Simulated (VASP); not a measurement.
# PtSe2 in VASP: settings compared, part 2 of 2

VASP 6.6.1.

### 3 Band structure, PBE+D3(BJ)

This run uses another cell than the first one, of 41.44 Å³/atom, 1.014 times its volume.

INCAR reads:

```
ALGO = Normal
DIPOL = 0.5 0.5 0.500
EDIFF = 1E-6
ENCUT = 520
GGA = PE
IDIPOL = 3
ISIF = 2
ISMEAR = 0
IVDW = 12
KPAR = 4
LASPH = True
LCHARG = False
LDIPOL = True
LMAXMIX = 4
LREAL = False
LVACPOTAV = True
LVHAR = True
LWAVE = False
NBANDS = 43
NELM = 80
PREC = Accurate
SIGMA = 0.03
```

KPOINTS reads:

```
k-points
0
Gamma
  9 9 1
```

POSCAR reads:

```
PtSe2                                   
1.0
    3.7483412420      0.0000000000      0.0000000000
   -1.8741706210      3.2461587338      0.0000000000
    0.0000000000      0.0000000000     30.6550000000
  Se              Pt            
     6     3
Direct
     0.6666666699999979    0.3333333300000021    0.2983199529966729
     0.3333333300000021    0.6666666699999979    0.3829349826438626
     0.6666666699999979    0.3333333300000021    0.4577849032311083
     0.3333333300000021    0.6666666699999979    0.5422150967688917
     0.6666666699999979    0.3333333300000021    0.6170650173561374
     0.3333333300000021    0.6666666699999979    0.7016800470033271
     1.0000000000000000    1.0000000000000000    0.3411656574382238
     1.0000000000000000    0.0000000000000000    0.5000000000000000
     0.0000000000000000    0.0000000000000000    0.6588343425617762
```

KPOINTS_OPT reads:

```
explicit points
67
Reciprocal
 0.0000000000  0.0000000000  0.0000000000 1
 0.0357142900  0.0000000000  0.0000000000 1
 0.0714285700  0.0000000000  0.0000000000 1
 0.1071428600  0.0000000000  0.0000000000 1
 0.1428571400  0.0000000000  0.0000000000 1
 0.1785714300  0.0000000000  0.0000000000 1
 0.2142857100  0.0000000000  0.0000000000 1
 0.2500000000  0.0000000000  0.0000000000 1
 0.2857142900  0.0000000000  0.0000000000 1
 0.3214285700  0.0000000000  0.0000000000 1
 0.3571428600  0.0000000000  0.0000000000 1
 0.3928571400  0.0000000000  0.0000000000 1
 0.4285714300  0.0000000000  0.0000000000 1
 0.4642857100  0.0000000000  0.0000000000 1
 0.5000000000  0.0000000000  0.0000000000 1
 0.4791666700  0.0416666700  0.0000000000 1
 0.4583333300  0.0833333300  0.0000000000 1
 0.4375000000  0.1250000000  0.0000000000 1
 0.4166666700  0.1666666700  0.0000000000 1
 0.3958333300  0.2083333300  0.0000000000 1
 0.3750000000  0.2500000000  0.0000000000 1
 0.3541666700  0.2916666700  0.0000000000 1
 0.3333333300  0.3333333300  0.0000000000 1
 0.3137254900  0.3137254900  0.0000000000 1
 0.2941176500  0.2941176500  0.0000000000 1
 0.2745098000  0.2745098000  0.0000000000 1
 0.2549019600  0.2549019600  0.0000000000 1
 0.2352941200  0.2352941200  0.0000000000 1
 0.2156862700  0.2156862700  0.0000000000 1
 0.1960784300  0.1960784300  0.0000000000 1
 0.1764705900  0.1764705900  0.0000000000 1
 0.1568627500  0.1568627500  0.0000000000 1
 0.1372549000  0.1372549000  0.0000000000 1
 0.1176470600  0.1176470600  0.0000000000 1
 0.0980392200  0.0980392200  0.0000000000 1
 0.0784313700  0.0784313700  0.0000000000 1
 0.0588235300  0.0588235300  0.0000000000 1
 0.0392156900  0.0392156900  0.0000000000 1
 0.0196078400  0.0196078400  0.0000000000 1
 0.0000000000  0.0000000000  0.0000000000 1
 0.0000000000  0.0000000000  0.0000000000 1
 0.0071123200 -0.0035561600  0.0000000000 1
-0.0071123200  0.0035561600  0.0000000000 1
 0.0207442600 -0.0103721300  0.0000000000 1
-0.0207442600  0.0103721300  0.0000000000 1
 0.0000000000  0.0061594500  0.0000000000 1
-0.0000000000 -0.0061594500  0.0000000000 1
 0.0000000000  0.0179650500  0.0000000000 1
-0.0000000000 -0.0179650500  0.0000000000 1
 0.5000000000  0.0000000000  0.0000000000 1
 0.5071123200 -0.0035561600  0.0000000000 1
 0.4928876800  0.0035561600  0.0000000000 1
 0.5207442600 -0.0103721300  0.0000000000 1
 0.4792557400  0.0103721300  0.0000000000 1
 0.5000000000  0.0061594500  0.0000000000 1
 0.5000000000 -0.0061594500  0.0000000000 1
 0.5000000000  0.0179650500  0.0000000000 1
 0.5000000000 -0.0179650500  0.0000000000 1
 0.3333333300  0.3333333300  0.0000000000 1
 0.3404456500  0.3297771700  0.0000000000 1
 0.3262210100  0.3368894900  0.0000000000 1
 0.3540775900  0.3229612000  0.0000000000 1
 0.3125890700  0.3437054600  0.0000000000 1
 0.3333333300  0.3394927800  0.0000000000 1
 0.3333333300  0.3271738800  0.0000000000 1
 0.3333333300  0.3512983800  0.0000000000 1
 0.3333333300  0.3153682800  0.0000000000 1
```

Potentials or basis: VASP PAW PBE potentials, release 64 (Se, Pt).

On the command line:

```console
$ cat potpaw_PBE.64/Se/POTCAR potpaw_PBE.64/Pt/POTCAR > POTCAR
$ mpirun -np 4 vasp_std > vasp.out
```

OUTCAR:

```text
EDIFF = 1E-6
   ENCUT = 520
   GGA = PE
   ISIF = 2
   ISMEAR = 0
   IVDW = 12
   LASPH = True
   LREAL = False
   NELM = 80
   PREC = Accurate
 IVDW          = 12

 ion  position               nearest neighbor table
   1  0.667  0.333  0.298-   7 2.53   7 2.53   7 2.53
   2  0.333  0.667  0.383-   7 2.51   7 2.51   7 2.51
   3  0.667  0.333  0.458-   8 2.52   8 2.52   8 2.52
   4  0.333  0.667  0.542-   8 2.52   8 2.52   8 2.52
   5  0.667  0.333  0.617-   9 2.51   9 2.51   9 2.51
   6  0.333  0.667  0.702-   9 2.53   9 2.53   9 2.53
   7  0.000  0.000  0.341-   2 2.51   2 2.51   2 2.51   1 2.53   1 2.53   1 2.53
   8  0.000  0.000  0.500-   3 2.52   4 2.52   4 2.52   3 2.52   3 2.52   4 2.52
   9  0.000  0.000  0.659-   5 2.51   5 2.51   5 2.51   6 2.53   6 2.53   6 2.53

  LATTYP: Found a hexagonal cell.
 ALAT       =     3.7483412420
 C/A-ratio  =     8.1782842118

  Lattice vectors:

 A1 = (   3.7483412420,   0.0000000000,   0.0000000000)
 A2 = (  -1.8741706210,   3.2461587338,   0.0000000000)
 A3 = (   0.0000000000,   0.0000000000,  30.6550000000)

Analysis of symmetry for initial positions (statically):
=====================================================================
 Subroutine PRICEL returns:
 Original cell was already a primitive cell.

 Routine SETGRP: Setting up the symmetry group for a
 hexagonal supercell.

 Subroutine GETGRP returns: Found 12 space group operations
 (whereof 12 operations were pure point group operations)
 out of a pool of 24 trial point group operations.

The static configuration has the point symmetry D_3d.

Analysis of symmetry for dynamics (positions and initial velocities):
=====================================================================
 Subroutine PRICEL returns:
 Original cell was already a primitive cell.

 Routine SETGRP: Setting up the symmetry group for a
 hexagonal supercell.

 Subroutine GETGRP returns: Found 12 space group operations
 (whereof 12 operations were pure point group operations)
 out of a pool of 24 trial point group operations.

The dynamic configuration has the point symmetry D_3d.

 Subroutine INISYM returns: Found 12 space group operations
 (whereof 12 operations are pure point group operations),
 and found     1 'primitive' translations

----------------------------------------------------------------------------------------

                                     Primitive cell

  volume of cell :     373.0012

  direct lattice vectors                    reciprocal lattice vectors
     3.748341242  0.000000000  0.000000000     0.266784675  0.154028204  0.000000000
    -1.874170621  3.246158734  0.000000000     0.000000000  0.308056408  0.000000000
     0.000000000  0.000000000 30.655000000     0.000000000  0.000000000  0.032621106

  length of vectors
     3.748341242  3.748341239 30.655000000     0.308056408  0.308056408  0.032621106

  position of ions in fractional coordinates (direct lattice)
     0.666666670  0.333333330  0.298319953
     0.333333330  0.666666670  0.382934983
     0.666666670  0.333333330  0.457784903
     0.333333330  0.666666670  0.542215097
     0.666666670  0.333333330  0.617065017
     0.333333330  0.666666670  0.701680047
     0.000000000  0.000000000  0.341165657
     0.000000000  0.000000000  0.500000000
     0.000000000  0.000000000  0.658834343

  ion indices of the primitive-cell ions
[... 53 lines left out ...]
   total plane-waves  NPLWV = 188160
   dimension x,y,z NGX =    28 NGY =   28 NGZ =  240
   dimension x,y,z NGXF=    56 NGYF=   56 NGZF=  480
   ions per type =               6   3
   NGX,Y,Z   is equivalent  to a cutoff of  12.42, 12.42, 13.02 a.u.
   NGXF,Y,Z  is equivalent  to a cutoff of  24.84, 24.84, 26.03 a.u.
 SYSTEM =  unknown system
   PREC   = accura    normal or accurate (medium, high low for compatibility)
   ISTART =      0    job   : 0-new  1-cont  2-samecut
   ICHARG =      2    charge: 1-file 2-atom 10-const
   ISPIN  =      1    spin polarized calculation?
   LNONCOLLINEAR =      F non collinear calculations
   LSORBIT =      F    spin-orbit coupling
   LASPH  =      T    aspherical Exc in radial PAW
   ENCUT  =  520.0 eV  38.22 Ry    6.18 a.u.   6.97  6.97 57.00*2*pi/ulx,y,z
   NELM   =     80;   NELMIN=  2; NELMDL= -5     # of ELM steps
   EDIFF  = 0.1E-05   stopping-criterion for ELM
   LREAL  =      F    real-space projection
   EDIFFG = 0.1E-04   stopping-criterion for IOM
   NSW    =      0    number of steps for IOM
   IBRION =     -1    ionic relax: 0-MD 1-quasi-New 2-CG
   NFREE  =      0    steps in history (QN), initial steepest desc. (CG)
   ISIF   =      2    stress and relaxation
   ISYM   =      2    0-nonsym 1-usesym 2-fastsym
   POTIM  = 0.5000    time-step for ionic-motion
   TEBEG  =    0.0;   TEEND  =   0.0 temperature during run
   PSTRESS=    0.0 pullay stress
   NELECT =      66.0000    total number of electrons
   NUPDOWN=      -1.0000    fix difference up-down
   EMIN   =  10.00;   EMAX   =-10.00  energy-range for DOS
   EFERMI =   0.00;   METHOD = LEGACY
   ISMEAR =     0;   SIGMA  =   0.03  broadening in eV -4-tet -1-fermi 0-gaus
   EFERMI_NEDOS =   21; number of points for ismear=-14 and -15
   IALGO  =     38    algorithm
   IMIX   =      4    mixing-type and parameters
     AMIX     =   0.40;   BMIX     =  1.00
     AMIX_MAG =   1.60;   BMIX_MAG =  1.00
  volume/ion in A,a.u.               =      41.44       279.68
  Fermi-wavevector in a.u.,A,eV,Ry     =   0.919079  1.736807 11.492920  0.844706
  Thomas-Fermi vector in A             =   2.044232
   LORBIT       =      0    0 simple, 1 ext, 2 COOP (PROOUT), +10 PAW based schemes
   GGA     = PE    functional components
   LHFCALC =     F    Hartree Fock is set to
   AEXX    =    0.0000 exact exchange contribution
   IVDW    =    12    specifies the selected vdW correction
   LEPSILON=     F    determine dielectric tensor
   LRPA    =     F    only Hartree local field effects (RPA)
 non-spin polarized calculation
 Gauss-broadening in eV      SIGMA  =   0.03
  energy-cutoff  :      520.00
  volume of cell :      373.00
 maximum number of plane-waves:     10093
 NGX is ok and might be reduce to    28
   NGX = 13   NGY = 13   NGZ =113

 number of electron      65.9999991 magnetization

 dipolmoment           0.000000      0.000000      0.000000 electrons x Angstroem

 Free energy of the ion-electron system (eV)
  ---------------------------------------------------
  ext. energy  EPLUGINS =         0.00000000
  ---------------------------------------------------
  free energy    TOTEN  =       -42.67214597 eV

  energy without entropy =      -42.67164112  energy(sigma->0) =      -42.67189354

 E-fermi :   0.8754     XC(G=0):  -5.6358

 val. band max:        0.8657110150   @ k =   0.0000   0.0000   0.0000
 cond. band min:       0.9050294025   @ k =   0.3333   0.3333   0.0000
 fundamental gap:      0.0393183875
 Fermi energy:         0.8753530231

 k-point     1 :       0.0000    0.0000    0.0000
  band No.  band energies     occupation
      1     -14.8389      2.00000
      2     -14.4900      2.00000
      3     -14.1174      2.00000
      4     -13.0823      2.00000
      5     -12.4945      2.00000
      6     -12.0786      2.00000
[... 541 lines left out ...]
     42       6.8400      0.00000
     43       7.9601      0.00000

------------------------ aborting loop because EDIFF is reached ----------------------------------------

 Edisp (eV)   -3.78246

 E8    (eV) :    -1.6635

  FORCE on cell =-STRESS in cart. coord.  units (eV):
  Direction    XX          YY          ZZ          XY          YZ          ZX
  --------------------------------------------------------------------------------------
  -------------------------------------------------------------------------------------
  Total      -0.03136    -0.03136     0.02271     0.00000     0.00000     0.00000
  in kB      -0.13472    -0.13472     0.09753     0.00000     0.00000     0.00000
  external pressure =       -0.06 kB  Pullay stress =        0.00 kB

 VOLUME and BASIS-vectors are now :
 -----------------------------------------------------------------------------
  energy-cutoff  :      520.00
  volume of cell :      373.00
      direct lattice vectors                 reciprocal lattice vectors
     3.748341242  0.000000000  0.000000000     0.266784675  0.154028204  0.000000000
    -1.874170621  3.246158734  0.000000000     0.000000000  0.308056408  0.000000000
     0.000000000  0.000000000 30.655000000     0.000000000  0.000000000  0.032621106

 POSITION                                       TOTAL-FORCE (eV/Angst)
 -----------------------------------------------------------------------------------
      1.87417      1.08205      9.14500         0.000000     -0.000000     -0.004811
     -0.00000      2.16411     11.73887        -0.000000     -0.000000     -0.000247
      1.87417      1.08205     14.03340        -0.000000      0.000000      0.000845
     -0.00000      2.16411     16.62160         0.000000     -0.000000     -0.000845
      1.87417      1.08205     18.91613         0.000000      0.000000      0.000247
     -0.00000      2.16411     21.51000        -0.000000      0.000000      0.004811
      0.00000      0.00000     10.45843         0.000000     -0.000000     -0.001757
      0.00000      0.00000     15.32750         0.000000      0.000000      0.000000
      0.00000      0.00000     20.19657         0.000000      0.000000      0.001757
 -----------------------------------------------------------------------------------
    total drift:                                0.000000      0.000000      0.000000

  FREE ENERGIE OF THE ION-ELECTRON SYSTEM (eV)
  ---------------------------------------------------
  free  energy   TOTEN  =       -46.4546094448 eV

  energy  without entropy=      -46.4541046010  energy(sigma->0) =      -46.45435702

 vacuum level on the upper side and lower side of the slab         5.474         5.474
```

It took 5.7 min on 4 MPI ranks of Intel Xeon Platinum 8375C at 2.90GHz (Ice Lake), shared host; peak memory 0.5 GiB.

Results:

```yaml
Free_energy: -46.4546 eV
Largest_force: 0.005 eV/Å
Band_gap_along_the_path: none (metal or under the smearing width)
Dispersion_energy_per_atom: -0.420 eV
Work_function_of_the_upper_face: 4.60 eV
Work_function_of_the_lower_face: 4.60 eV
```

Forces on the atoms (eV/Å):
```
Se   0.000  0.000 -0.005
Se   0.000  0.000  0.000
Se   0.000  0.000  0.001
Se   0.000  0.000 -0.001
Se   0.000  0.000  0.000
Se   0.000  0.000  0.005
Pt   0.000  0.000 -0.002
Pt   0.000  0.000  0.000
Pt   0.000  0.000  0.002
```

Levels at points of the mesh, in eV from the Fermi level:
```
           k point  band 31  band 32  band 33  band 34  band 35  band 36
(0.00, 0.00, 0.00)    -1.15    -1.10    -0.01     1.20     1.20     1.69
```

Caveat: spin-orbit coupling is left out, which moves the levels of the heavy elements.

### 4 Band structure, PBE+D3(BJ), spin-orbit coupling, no magnetisation

This run uses another cell than the first one, of 41.44 Å³/atom, 1.014 times its volume.

INCAR: that of step 3 with these lines changed.

```diff
@@ -5,2 +5,3 @@
 GGA = PE
+GGA_COMPAT = False
 IDIPOL = 3
@@ -14,3 +15,5 @@
 LMAXMIX = 4
+LORBIT = 11
 LREAL = False
+LSORBIT = True
 LVACPOTAV = True
@@ -18,3 +21,4 @@
 LWAVE = False
-NBANDS = 43
+MAGMOM = 0 0 0 0 0 0 0 0 0 0 0 0 0 0 0 0 0 0 0 0 0 0 0 0 0 0 0
+NBANDS = 87
 NELM = 80
```

KPOINTS is that of step 3.

POSCAR is that of step 3.

KPOINTS_OPT is that of step 3.

On the command line:

```console
$ cat potpaw_PBE.64/Se/POTCAR potpaw_PBE.64/Pt/POTCAR > POTCAR
$ mpirun -np 4 vasp_ncl > vasp.out
```

Run time: 29 min. Hardware: 4 MPI ranks of Intel Xeon Platinum 8375C at 2.90GHz (Ice Lake), shared host; peak memory 1.6 GiB.

The run converged. Its results:

```yaml
Free_energy: -47.6475 eV
Largest_force: 0.035 eV/Å
Valence_electrons_inside_the_program's_atomic_spheres: Se 3.78, 3.79; Pt 9.36, 9.38
Dispersion_energy_per_atom: -0.420 eV
Work_function_of_the_upper_face: 4.60 eV
Work_function_of_the_lower_face: 4.60 eV
```

Forces on the atoms (eV/Å):
```
Se   0.000  0.000 -0.032
Se   0.000  0.000  0.035
Se   0.000  0.000 -0.028
Se   0.000  0.000  0.028
Se   0.000  0.000 -0.035
Se   0.000  0.000  0.032
Pt   0.000  0.000 -0.016
Pt   0.000  0.000  0.000
Pt   0.000  0.000  0.016
```

### 5 Band structure, r2SCAN

This run uses another cell than the first one, of 41.44 Å³/atom, 1.014 times its volume.

INCAR reads:

```
ALGO = All
AMIN = 0.01
DIPOL = 0.5 0.5 0.500
EDIFF = 1E-6
ENCUT = 520
IDIPOL = 3
ISIF = 2
ISMEAR = 0
KPAR = 4
LASPH = True
LCHARG = False
LDIPOL = True
LMAXMIX = 4
LMIXTAU = True
LREAL = False
LVACPOTAV = True
LVHAR = True
LWAVE = False
METAGGA = R2SCAN
NBANDS = 43
NELM = 120
PREC = Accurate
SIGMA = 0.03
```

KPOINTS is that of step 4.

POSCAR is that of step 4.

KPOINTS_OPT is that of step 4.

On the command line:

```console
$ cat potpaw_PBE.64/Se/POTCAR potpaw_PBE.64/Pt/POTCAR > POTCAR
$ mpirun -np 4 vasp_std > vasp.out
```

Wall time 22 min (4 MPI ranks of Intel Xeon Platinum 8375C at 2.90GHz (Ice Lake), shared host); peak memory 0.83 GiB.

It converged, with:

```
Free energy                     : -244.2280 eV
Largest force                   : 0.291 eV/Å
Band gap along the path         : none (metal or under the smearing width)
Work function of the upper face : 4.74 eV
Work function of the lower face : 4.74 eV
```

Forces on the atoms (eV/Å):
```
Se   0.000  0.000  0.040
Se   0.000  0.000 -0.291
Se   0.000  0.000  0.256
Se   0.000  0.000 -0.256
Se   0.000  0.000  0.291
Se   0.000  0.000 -0.040
Pt   0.000  0.000 -0.099
Pt   0.000  0.000  0.000
Pt   0.000  0.000  0.099
```

Levels at points of the mesh, in eV from the Fermi level:
| k point | band 30 | band 31 | band 32 | band 33 | band 34 | band 35 | band 36 | band 37 |
| --- | --- | --- | --- | --- | --- | --- | --- | --- |
| (0.00, 0.00, 0.00) | -1.31 | -1.31 | -1.16 | -0.06 | 1.21 | 1.21 | 1.72 | 1.72 |

Caveat: the PAW data sets were made with another functional, which shifts forces and pressure a little; spin-orbit coupling is left out, which moves the levels of the heavy elements.

### 6 Overview

| task | level | potentials or basis | spin | cell | cutoff (eV) | by perturbation theory | dipole correction | largest force (eV/Å) | work function (eV) |
| --- | --- | --- | --- | --- | --- | --- | --- | --- | --- |
| phonons | LDA | VASP PAW LDA potentials, release 64 (Se, Pt) | off | P-3m1, 40.86 Å³/atom | 600 | no | - | - | - |
| band structure | PBE+D3(BJ) | VASP PAW PBE potentials, release 64 (Se, Pt) | off | P-3m1, 41.44 Å³/atom | 520 | - | yes | - | 4.60 |
| band structure | PBE+D3(BJ) | VASP PAW PBE potentials, release 64 (Se, Pt) | SOC, no magnetisation | P-3m1, 41.44 Å³/atom | 520 | - | yes | 0.04 | 4.60 |
| band structure | r2SCAN | VASP PAW PBE potentials, release 64 (Se, Pt) | off | P-3m1, 41.44 Å³/atom | 520 | - | yes | 0.29 | 4.74 |

Alike in all rows: k mesh 9 × 9 × 1; smearing gaussian 0.03 eV.

Caveats: spin-orbit coupling is left out, which moves the levels of the heavy elements (some runs); the PAW data sets were made with another functional, which shifts forces and pressure a little (some runs).

Absolute energies hang on the potentials; compare differences alone.
